Lead dioxide conducts well enough to serve as an electrode, so it matters how its filled and empty electron levels lie. A band calculation gives these levels at separate points of reciprocal space, each point standing for one way in which the electron wave changes from cell to cell. The practical question here is whether the levels at the point (½,0,½) can be estimated from those at other points. The three numbers are fractions of the reciprocal cell vectors; the first is "point a" in the table and the last is "point c".

Electron levels of PbO2 (P4_2/mnm, fixed geometry), computed with VASP 6.6.1 using PBE and PAW potentials (release 54, Pb_d and O), without spin polarisation or spin-orbit coupling. The plane-wave cutoff is 520 eV, the k mesh 6×6×8 and the Gaussian smearing 0.02 eV. All points have b = 0, and energies are counted from the highest filled level on the mesh.

```
point a (reciprocal cell vector)  point c (reciprocal cell vector)  level under 4 (eV)  level under 3 (eV)  level under 2 (eV)  level under 1 (eV)  level over 1 (eV)  level over 2 (eV)
                          0.0000                            0.0000              -0.586              -0.586              -0.574              -0.574              0.099              4.252
                          0.5000                            0.0000              -0.624              -0.624              -0.359              -0.359              2.421              2.421
                          0.0000                            0.1250              -1.117              -0.489              -0.489               0.000              0.285              4.368
                          0.0000                            0.2500              -1.772              -0.538              -0.538              -0.275              1.728              4.487
                          0.0000                            0.3750              -1.473              -0.665              -0.665              -0.663              2.908              4.290
                          0.0000                            0.5000              -1.086              -1.086              -0.760              -0.760              3.748              3.748
                          0.5000                            0.5000                   ?                   ?                   ?                   ?                  ?                  ?
```

The heads "under" and "over" count levels downwards and upwards from the gap, and zero is the highest filled level on the mesh. They give an order in energy, so a column of the table need not follow one band. On the line from (0,0,½) to (0,0,0), a single filled band rises to zero at c = 0.125. At c = 0 its smooth continuation is the empty level at 0.099 eV. The steep lowest empty band must then have dropped among the filled levels, so the two bands have changed places.

The crystal can be pictured as two equivalent columns of atoms along c, one shifted by half a cell against the other. An atom in one column has neighbours above and below it in the other. At c = 0 their contributions add, and the coupling splits the bands of the two columns widely. At c = ½ the wave has opposite signs above and below, the contributions cancel, and the two bands meet. At a = ½ the neighbouring columns on the left and right cancel in the same way.

For one such pair of bands this picture gives

E = e0 + e1 cos(2πc) ± T cos(πc) cos(πa)

Here e0 is the mean level, e1 describes the motion along a column and T the coupling between columns. The three constants were fitted to the upper filled band at the four points with a = 0 and c above zero. At c = ½ this band meets its partner in the lower filled pair, at −1.086 eV. At (0,0,0), which was not in the fit, the upper sign gives

E = −1.021 + 0.065 + 1.055 = 0.099 eV

This agrees with the empty level in the table. The lower partner band, also outside the fit at c = 0.25 and 0.375, is reproduced to about 0.005 eV. The agreement supports the exchange of bands, although the energies alone do not reveal the orbitals involved.

At (½,0,½) both cosines in the coupling term vanish. If nothing else depends on a, the levels there should copy those at (0,0,½). This argument suits orbitals that look the same above and below the atom; the coupling of such an orbital to one pointing along c escapes the cancellation at (0,0,½). That is the main risk for the filled levels.

The forecasts for (½,0,½) are these:

All levels come in pairs.
Upper filled pair: −0.76 ± 0.4 eV.
Lower filled pair: −1.09 ± 0.4 eV.
Empty pair: 3.75 ± 0.5 eV.

The pairing is firm, because a screw axis combined with time reversal requires it wherever a = ½. The ranges are judgements guided by (½,0,0), where the model is already off by several tenths of an eV. The empty pair there lies 0.49 eV above the mean of the two empty bands extrapolated along the line. If this shift depends on a alone, it carries over to c = ½ and puts the empty pair at 4.24 eV. I preferred the copy because that mean is uncertain: it is extrapolated to a point where the lower of the two bands has dropped among the filled levels.

The withheld rows as computed:

```
point a (reciprocal cell vector)  point c (reciprocal cell vector)  level under 4 (eV)  level under 3 (eV)  level under 2 (eV)  level under 1 (eV)  level over 1 (eV)  level over 2 (eV)
                          0.5000                            0.5000              -0.754              -0.754              -0.188              -0.188              4.056              4.056
```

The levels are paired, and the lower filled pair and the empty pair fall inside their ranges. The upper filled pair does not: at −0.188 eV it lies 0.57 eV above its forecast. All three pairs lie higher than the copy rule puts them, so a matters even where the coupling term of the model is zero.

The lower filled pair suggests what the rule left out. At (½,0,0) the model puts the column band at −0.956 eV, while the lower filled pair lies at −0.624 eV. Carrying this difference over to c = ½ gives

−1.086 + (−0.624 + 0.956) = −0.754 eV

which is the computed value. A coupling between columns of the same kind, one cell apart along a, would produce just such a shift, independent of c. This is hindsight: I had treated the difference at (½,0,0) as uncertainty when it could have been used as a correction. The reading also assumes that the pair belongs to the same band at both points, and the upper pair at (0,0,½), at −0.760 eV, is almost as close.

For the empty pair, the copy rule is 0.31 eV too low and the estimate with the carried-over shift is 0.18 eV too high. The second looks better, but it rests on an extrapolation that puts the steep band near −0.4 eV at (0,0,0). The exchange of bands requires that level to lie below the listed filled pairs, thus about 0.2 eV deeper or more. Correcting for this raises the second estimate by at least about 0.1 eV, and its miss is then similar to that of the copy rule or larger, on the opposite side. Part of the shift is therefore real, but the simple model does not fix its size.

The upper filled pair seems to need more than a shift. From c = 0 to c = ½ the highest filled pair falls from −0.574 to −0.760 eV when a = 0, but rises from −0.359 to −0.188 eV when a = ½. If these pairs belong to one band, which their rank alone does not show, no correction that depends on a alone can reverse its trend along c. Orbitals pointing along c are a plausible cause, since their coupling to other orbitals need not cancel at c = ½, but this remains a guess until the orbital character is computed.

In practice, follow a band by its continuity and orbital character, not by its rank in a list. Carrying over a shift from a known point matched one pair here but not the others, so such an estimate helps to decide where to calculate and does not replace the calculation.

The exchange of bands also affects the gap. The mesh gives a gap of about 0.09 eV, but the bands change places between c = 0 and c = 0.125, where the mesh has no point. The column band keeps to one smooth curve on both sides of this interval, with no sign that the steep band pushes it away. A true crossing is therefore likely, and the material would then be a semimetal at this level of theory, at least in the fixed cell used here. A fine path through that interval comes first. Spin-orbit coupling, left out here, and a hybrid functional should follow, because PBE tends to make gaps too small. The printed output below gives both fits and every miss.

Numerical output:

```
fit of band on 4 rows ((point_a == 0) & (point_c > 0)): constant -1.021 +/- 0.0008, coefficient of har1 0.06508 +/- 0.00066, coefficient of cpl 1.055 +/- 0.0013; rms 0.000122, worst 0.0 0.000182, leave-one-out rms 0.000937
  rows outside the fit (model, value, miss): 0.0 0.09929, 0.099, 0.000293; 0.5 -0.9558, -0.624, -0.332; 0.5 -1.086, -0.754, -0.332
lower partner at (0,0,0.25), prediction less value, eV: 0.005051
lower partner at (0,0,0.375), prediction less value, eV: 0.00233
fit of cmean on 4 rows ((point_a == 0) & (point_c > 0)): constant 2.969 +/- 0.0074, coefficient of har1 -0.9058 +/- 0.012, coefficient of har2 -0.1327 +/- 0.011; rms 0.00675, worst 0.0 0.0103, leave-one-out rms 0.0565
  rows outside the fit (model, value, miss): 0.0 1.93, 2.175, -0.245; 0.5 1.93, 2.421, -0.491; 0.5 3.742, 4.056, -0.314
steep band extrapolated to (0,0,0), eV: -0.3914
empty pair at (1/2,0,0) less the mean extrapolated along the line, eV: 0.4907
forecast upper filled pair, range plus or minus 0.4, eV: -0.76
forecast lower filled pair, range plus or minus 0.4, eV: -1.086
forecast empty pair, range plus or minus 0.5, eV: 3.748
rival forecast of the empty pair with in-plane shift, eV: 4.239
computed upper filled pair, eV: -0.188
computed lower filled pair, eV: -0.754
computed empty pair, eV: 4.056
upper filled pair, computed less forecast, eV: 0.572
lower filled pair, computed less forecast, eV: 0.332
empty pair, computed less forecast, eV: 0.308
empty pair, computed less rival forecast, eV: -0.1827
sum of the splittings inside the three pairs at (1/2,0,1/2), eV: 0
```
